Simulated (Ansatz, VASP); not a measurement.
# SiC (Moissanite) in two plane-wave programs, part 2 of 2

One calculation is typed for both programs; each brings its own data sets and cutoff. How far apart do they land? The cell is taken from a series of VASP runs on this material, whose earlier steps may have relaxed, scaled or displaced it; both programs get it as it stands.

VASP 6.6.1 and Ansatz 0.2.0.

So far: The starting structure; VASP: band structure, r2SCAN-EpsX with an exact-exchange share of 0.141.

**3. Ansatz: band structure, r2SCAN-EpsX with an exact-exchange share of 0.141**

Level of this step: Ansatz beside VASP: Kohn-Sham DFT, plane waves, r2SCAN-EpsX (Ansatz).

Ansatz runs on its default PAW (the set named soft_2) files.

The same cell, functional, mesh and smearing now go to Ansatz, which takes its cutoff from its data sets.

input.yaml

```yaml
crystal:
  lattice:
    - [3.076, 0.0, 0.0]
    - [-1.538, 2.663894142, 0.0]
    - [0.0, 0.0, 5.048]
  atoms:
    - { symbol: Si, position: [0.6666666667, 0.3333333333, 0.5] }
    - { symbol: Si, position: [0.3333333333, 0.6666666667, 0.0] }
    - { symbol: C, position: [0.6666666667, 0.3333333333, 0.885] }
    - { symbol: C, position: [0.3333333333, 0.6666666667, 0.385] }
hamiltonian:
  xc: { exchange: r2scan, correlation: r2scan, exx: { coeff: 0.141 } }
  pseudopotentials: { kind: paw }
kpoints:
  mp_grid: { grid: [5, 5, 3] }
  band_path:
    path:
      - [0.0, 0.0, 0.0]
      - [0.44444, 0.0, 0.0]
      - [0.38889, 0.22222, 0.0]
      - [0.33333, 0.33333, 0.0]
      - [0.18519, 0.18519, 0.0]
      - [0.0, 0.0, 0.11111]
      - [0.0, 0.0, 0.5]
      - [0.44444, 0.0, 0.5]
      - [0.38889, 0.22222, 0.5]
      - [0.18519, 0.18519, 0.5]
      - [0.5, 0.0, 0.38889]
      - [0.33333, 0.33333, 0.0]
      - [0.33333, 0.33333, 0.5]
    npoints: 1
scf:
  occupations: { method: gaussian, width: 0.03 }
  n_extra_bands: 8
output:
  forces: true
  stress: true
  eigenvalues: true
```

Started as:

```bash
ansatz run input.yaml --threads 4 --pin off --max-ram 9216MiB --backend cpu --events-out ev --progress --plain --runs-dir out
```

Numbers of over 12 decimals in the logs are rounded to 6 here.

What it wrote:

```text
Warning: output.stress: scf.convergence.dr2_threshold = 1e-7 eV (the SCF's general default) is looser than the 4e-10 eV advised for a printed stress (1e-10 eV for each atom of the cell: 4). What an SCF threshold leaves in a stress goes as its square root, and in the free energy as the threshold itself, and one threshold admits the most on a small cell: [figures from the program's tests cut] Set scf.convergence.dr2_threshold to 4e-10 eV or tighter. The threshold is an SCF's pass mark: one that does not reach it within its budget of iterations ends unconverged, or closes short of it on a stop that the run arms, and scf.convergence.dr2_threshold's page says what that costs each kind of run
Warning: output.stress: scf.exx.energy_threshold = 1e-6 eV is looser than the 4e-8 eV advised for a stress under a hybrid functional (1e-8 eV for each atom of the cell: 4). Every SCF of the exchange loop can meet its threshold on dr2 while the loop round them stops early: no threshold on dr2 bounds what that leaves in the stress. Set scf.exx.energy_threshold to 4e-8 eV or tighter. The threshold is the loop's pass mark: a loop that does not reach it within its budget of cycles ends unconverged, and scf.exx.energy_threshold's page has the law
scf.n_extra_bands = 8 over 8 filled bands (N_el = 16.0): the run solves 16 bands
Engine: ansatz 0.2.0, aarch64-unknown-linux-gnu
Pseudopotentials: kind: paw
Pseudopotential: Si, paw, valence charge 4, recommended cutoff 500 eV (meta_gga), Si.paw.azcp
Pseudopotential: C, paw, valence charge 4, recommended cutoff 500 eV (meta_gga), C.paw.azcp
Functional definition: unnamed
  parameter a_1 = 0.141
  exchange = (1 - a_1)*r2scan_x + a_1*exact_x
  correlation = r2scan_c
Crystal: 4 atoms, lattice volume = 41.364 Å³
Basis set: ecut = 500 eV, 1099 PW (Γ), exchange–correlation on 96×96×160 points (64 copies of the dense FFT grid, shifted against one another)
Bands: 16, of which v1, the nominal top of the filled ones, is band 8 counted from 1 (7 counted from 0)
Symmetry: 12 space group operations
Space group: P63mc (ITA 186), of the structure as read, at distance tolerance 3.5e-5 Å
k-points: 10 of 75 (time reversal used)
Non-local potential: Si, projectors of the file, l = 0: 2, l = 1: 2, l = 2: 2
Non-local potential: C, projectors of the file, l = 0: 2, l = 1: 2, l = 2: 1
PAW form: soft (Blöchl's): semilocal exchange-correlation on the pseudo side does not see the compensation charge
PAW frozen core: Si, regenerated for the run's functional, and the local potential with it (the file was generated under x = pbe(κ = 0.804, μ = 0.219515), c = pbe(β = 0.066725))
PAW frozen core: C, regenerated for the run's functional, and the local potential with it (the file was generated under x = pbe(κ = 0.804, μ = 0.219515), c = pbe(β = 0.066725))
PAW one-centre angular grid: Si, 302 points (default); XC on 160 Gauss nodes
PAW one-centre angular grid: C, 302 points (default); XC on 239 of its mesh's 2573 points in the sphere
Initial density: superposition of atomic densities (neutral atoms: chi_scale 0, normalization atom), corrected by the library's trained network
Initial wavefunctions: pseudopotential atomic-orbital guess
Functional: x = r2scan, c = r2scan; τ floored in thin density (d = 2e-4 eV/Å³), warm-up for x = 0.859 r2scan + 0.141 exact, c = r2scan; τ floored in thin density (d = 2e-4 eV/Å³)
SCF iter   1: F=—  HF=-1782.485796 eV  |F-HF|=—  |Δ(HF+E_count)|=         —  Δρ=6.26e-3  dr2=1.20e-2  dr2_τ=3.99e-1  ethr=1.77e-3  ⟨swp⟩=8.2  Hψ=814  notcnv=0
preconditioner: auto → none  [insulator: Δε(μ)=3.192 eV  Ē_g=14.982 eV  σ=0.030 eV  W_gap=1.00  n_scr=2 (ndim 8)  ℏωp=23.1 eV  f_vac=0.000  D(μ)=0.00/eV (n_scr^D=0)]
SCF iter   2: F=—  HF=-1782.576581 eV  |F-HF|=—  |Δ(HF+E_count)|=   9.08e-2  Δρ=4.07e-3  dr2=3.54e-3  dr2_τ=8.60e-5  ethr=7.49e-5  ⟨swp⟩=5.0  Hψ=535  notcnv=0  defer=1
iter 3 solved again at ethr=2.92e-7 eV; its pass at ethr=2.21e-5 eV (dr2=4.67e-5 eV) is discarded
SCF iter   3: F=-1782.576635 eV  HF=-1782.576614 eV  |F-HF|=2.06e-5  |Δ(HF+E_count)|=   3.33e-5  Δρ=4.24e-4  dr2=4.50e-5  dr2_τ=2.19e-5  ethr=2.92e-7  ⟨swp⟩=3.5  Hψ=645  notcnv=0
SCF 1 stopped early in 3 iterations: F = -1782.576635 eV  dr2 = 4.50e-5
  greatest PAW one-centre occupation: 0.658 electrons in one spin orbital (limit 2), on the C atom at site 3 (counted from 0), in its partial waves of l = 0
Initial density: handed on by an earlier stage of this run
Initial wavefunctions: those handed on with the density
Functional: x = 0.859 r2scan + 0.141 exact, c = r2scan; τ floored in thin density (d = 2e-4 eV/Å³)
Frozen-core exchange: fock
SCF iter   1: F=—  HF=-1782.310407 eV  |F-HF|=—  |Δ(HF+E_count)|=         —  Δρ=1.32e-3  dr2=3.83e-4  dr2_τ=1.69e-5  ethr=2.81e-6  ⟨swp⟩=6.2  Hψ=730  notcnv=0
preconditioner: auto → none  [insulator: Δε(μ)=4.073 eV  Ē_g=16.299 eV  σ=0.030 eV  W_gap=1.00  n_scr=2 (ndim 8)  ℏωp=23.1 eV  f_vac=0.000  D(μ)=0.00/eV (n_scr^D=0)]
SCF iter   2: F=—  HF=-1782.310346 eV  |F-HF|=—  |Δ(HF+E_count)|=   6.13e-5  Δρ=4.76e-4  dr2=8.24e-5  dr2_τ=3.93e-6  ethr=2.18e-6  ⟨swp⟩=2.0  Hψ=240  notcnv=0
SCF iter   3: F=—  HF=-1782.310925 eV  |F-HF|=—  |Δ(HF+E_count)|=   5.79e-4  Δρ=1.23e-4  dr2=3.74e-6  dr2_τ=7.93e-8  ethr=2.72e-7  ⟨swp⟩=3.2  Hψ=318  notcnv=0
SCF iter   4: F=—  HF=-1782.310926 eV  |F-HF|=—  |Δ(HF+E_count)|=   9.19e-7  Δρ=4.44e-5  dr2=6.76e-7  dr2_τ=3.03e-8  ethr=2.05e-8  ⟨swp⟩=3.2  Hψ=268  notcnv=0  defer=3
SCF iter   5: F=—  HF=-1782.310929 eV  |F-HF|=—  |Δ(HF+E_count)|=   3.50e-6  Δρ=2.51e-5  dr2=2.31e-7  dr2_τ=5.47e-9  ethr=2.21e-9  ⟨swp⟩=4.0  Hψ=437  notcnv=0
SCF iter   6: F=-1782.310929 eV  HF=-1782.310929 eV  |F-HF|=9.91e-11  |Δ(HF+E_count)|=  1.11e-10  Δρ=2.07e-6  dr2=9.80e-9  dr2_τ=8.10e-11  ethr=1.39e-9  ⟨swp⟩=2.8  Hψ=271  notcnv=0
SCF 2 converged in 6 iterations: F = -1782.310929 eV  dr2 = 9.80e-9
  Residual-converged pass: ⟨swp⟩=3.0  Hψ=308  notcnv=0  max |occ|·‖R‖ = 5.9e-6 eV (tolerance 6.7e-6 eV)  dr2=9.87e-9  dr2_τ=1.47e-10  dr2_onsite=2.70e-11  max |Δocc| = 0.0e0
  greatest PAW one-centre occupation: 0.657 electrons in one spin orbital (limit 2), on the C atom at site 3 (counted from 0), in its partial waves of l = 0
hybrid outer 1: dexx = +4.826e-4 eV, tail = 1.56e-7 eV
Frozen-core exchange: fock
SCF iter   1: F=—  HF=-1782.310930 eV  |F-HF|=—  |Δ(HF+E_count)|=         —  Δρ=4.82e-6  dr2=6.37e-9  dr2_τ=1.78e-9  ethr=4.86e-9  ⟨swp⟩=5.8  Hψ=507  notcnv=0
preconditioner: auto → none  [insulator: Δε(μ)=4.088 eV  Ē_g=16.304 eV  σ=0.030 eV  W_gap=1.00  n_scr=2 (ndim 8)  ℏωp=23.1 eV  f_vac=0.000  D(μ)=0.00/eV (n_scr^D=0)]
SCF iter   2: F=-1782.310930 eV  HF=-1782.310930 eV  |F-HF|=1.35e-10  |Δ(HF+E_count)|=  4.99e-10  Δρ=1.76e-6  dr2=7.49e-10  dr2_τ=4.22e-11  ethr=3.30e-11  ⟨swp⟩=3.0  Hψ=316  notcnv=0
SCF 3 converged in 2 iterations: F = -1782.310930 eV  dr2 = 7.49e-10
  Residual-converged pass: ⟨swp⟩=3.0  Hψ=310  notcnv=0  max |occ|·‖R‖ = 6.1e-7 eV (tolerance 6.3e-7 eV)  dr2=7.68e-10  dr2_τ=4.21e-11  dr2_onsite=3.01e-11  max |Δocc| = 0.0e0
hybrid outer 2: dexx = +1.081e-9 eV, tail = 1.66e-9 eV, Δε = 1.44e-4 eV (about 1.61e-5 eV left of the loop's levels), ΔF = 2.47e-5 eV/Å (tail 9.88e-5)
NSCF: frozen V_eff on 13 k-points
hybrid SCF converged: 2 outer / 8 inner (+3 warm-up), last move |dexx| = 1.08e-9 eV, tail = 1.66e-9 eV
Stability not checked: this state was not tested for a lower state beside it, because the functional holds exact exchange (a hybrid, or Hartree-Fock), whose exchange loop this test does not read (fock_operator; see scf.lower_state_search)
Free energy (F): -1782.310930 eV
Frozen-core exchange: fock
Harris-Foulkes:  -1782.310930 eV  (|F-HF|=1.35e-10)
Internal energy: -1782.310930 eV  (E = F + TS)
E sigma→0 (E₀):  -1782.310930 eV
Fermi energy:    11.251572 eV
--- Per-component energies (eV) ---
  E_band       = 38.295014
  E_kinetic    = 272.455462
  E_local      = -208.977873  (includes V_loc(G=0)·N_el)
  E_nonlocal   = 99.911577
  E_hartree    = 66.147422
  E_xc         = -177.376908
  E_vxc        = -205.586615  (∫ρ·V_xc dr)
  E_exx        = -20.922380  (= α·E_x^exact, valence–valence)
  E_paw        = -1244.726646  (= ΣΔE_a)
  E_vpaw       = -18.632581  (= ΣTr[D̂ρ^β])
  E_aug_tail   = 0.000017  (compensation charges beyond the density's cutoff)
  E_vtau       = 8.675171  (kinetic-family band-sum trace: ∫τ·v_τ [+ j·A + Jᵃ·Aᵃ] dr)
  E_ewald      = -568.570884
  E_core_change = -0.250717  (= ΣΔE_core)
  E_smearing   = -0.000000  (= −TS)
  E_closure    = 0.000000  (closes the sum)
  Σ components = -1782.310930   (vs F -1782.310930, Δ=0.00e0)
--- Forces (eV/Å), atoms counted from 1 ---
  atom   1  Si     0.00000000     0.00000000     0.76538262
  atom   2  Si    -0.00000000    -0.00000000     0.76538262
  atom   3  C      0.00000000     0.00000000    -0.76538987
  atom   4  C      0.00000000    -0.00000000    -0.76538987
  max |Σ_I F_I| component: 1.45e-5 eV/Å
--- Stress (GPa, compression-positive) ---
       -0.128074       0.000000       0.000000
       -0.000000      -0.128074       0.000000
        0.000000       0.000000      -4.585133
  P = ⅓ Tr σ = -1.6138 GPa (-16.138 kbar)
--- Band table (eV; the first three rows and the last of 10) ---
  k-point 0: bands = [... 4 lower, 7.4673, 8.8811, 8.8811, 9.2076, 15.3020, 16.7258, 17.1862, 17.1862, ... 4 higher]
  k-point 1: bands = [... 4 lower, 7.7804, 7.7804, 8.4829, 8.4829, 15.8256, 17.2294, 17.4355, 17.4355, ... 4 higher]
  k-point 2: bands = [... 4 lower, 6.5020, 6.5834, 8.4184, 8.6068, 14.9702, 17.1043, 17.5752, 18.3775, ... 4 higher]
  k-point 9: bands = [... 4 lower, 3.3009, 4.6248, 6.0937, 7.0866, 14.3881, 16.1892, 16.6971, 17.0947, ... 4 higher]
```

The job ended after 21 s (4 threads of Arm Neoverse V2, shared host; peak memory 0.74 GiB).

**4. Comparison**

Known differences besides the potentials themselves: exact exchange at q = 0 is treated differently, which shows on coarse meshes; VASP keeps PBE cores, Ansatz makes them for the functional; the cutoff is 500 eV in Ansatz and 460 eV in VASP; VASP takes a coarser grid for exact exchange (PRECFOCK = Fast). Total energies have different zeros and are not compared.

The two programs side by side:

```csv
quantity,Ansatz,VASP,difference
gap over the path points (eV),3.482,3.495,-0.013
```

Forces (eV/Å; atoms numbered as in POSCAR):

```
atom        Ansatz x, y, z          VASP x, y, z
 Si1   0.000, 0.000, 0.765   0.000, 0.000, 0.765
 Si2   0.000, 0.000, 0.765   0.000, 0.000, 0.765
  C3  0.000, 0.000, -0.765  0.000, 0.000, -0.765
  C4  0.000, 0.000, -0.765  0.000, 0.000, -0.765
```

Levels at points of the path, from each program's valence-band top (eV; 4 filled, then empty):

```csv
k (reciprocal lattice),Ansatz,VASP
0.000 0.000 0.000,-1.74 -0.33 -0.33 0.00 6.09 7.52 7.98,-1.75 -0.33 -0.33 0.00 6.12 7.54 7.98
0.444 0.000 0.000,-6.13 -3.86 -3.20 -1.62 3.93 5.58 8.31,-6.14 -3.87 -3.20 -1.63 3.94 5.59 8.32
0.389 0.222 0.000,-6.53 -5.10 -3.80 -3.74 3.96 7.74 9.59,-6.53 -5.10 -3.81 -3.74 3.97 7.75 9.60
0.333 0.333 0.000,-7.09 -4.51 -4.38 -4.38 3.48 9.63 10.38,-7.10 -4.51 -4.38 -4.38 3.50 9.65 10.40
0.185 0.185 0.000,-5.29 -3.82 -2.26 -1.59 6.02 7.24 8.55,-5.29 -3.82 -2.26 -1.59 6.03 7.25 8.56
0.000 0.000 0.111,-1.70 -0.39 -0.38 -0.38 6.15 7.82 8.00,-1.71 -0.39 -0.38 -0.38 6.17 7.84 7.99
0.000 0.000 0.500,-1.09 -1.09 -1.09 -1.09 7.24 7.24 8.68,-1.10 -1.10 -1.10 -1.10 7.25 7.25 8.68
0.444 0.000 0.500,-2.93 -2.93 -2.64 -2.64 4.49 4.49 6.56,-2.94 -2.94 -2.64 -2.64 4.51 4.51 6.57
0.389 0.222 0.500,-5.61 -5.61 -2.03 -2.03 5.79 5.79 7.87,-5.61 -5.61 -2.03 -2.03 5.81 5.81 7.88
0.185 0.185 0.500,-3.82 -3.82 -2.81 -2.81 6.31 6.31 8.85,-3.82 -3.82 -2.82 -2.82 6.32 6.32 8.86
```

The forces differ by 0.2 meV/Å r.m.s., which is 0.1 % of the r.m.s. force of 0.44 eV/Å (both taken over all components). Among the levels compared at these points, filled levels agree within 11 meV and empty ones within 23 meV.

**5. Summary of results**

- difference in gap over the path points (band structure, r2SCAN-EpsX with an exact-exchange share of 0.141): -0.013 eV

**Reading.** The difference in gap over the path points is -0.013 eV (band structure, r2SCAN-EpsX with an exact-exchange share of 0.141), within the 0.08 eV picked in this series as the mark of a large difference. How closely two codes agree says nothing of how well the functional describes the real material.

[Lines on the potential files, build, host, timing and source positions are cut from VASP's logs without a mark.]

[Logs are printed without paths, hosts, clocks, repeated set-up lines and the standing remarks that a program may print on its own settings, such as how far it seeks lower states.]

[Hosts, paths, dates, database ids (printed as entryN), source tags and the programs' standing remarks are cut or masked in the printed files.]
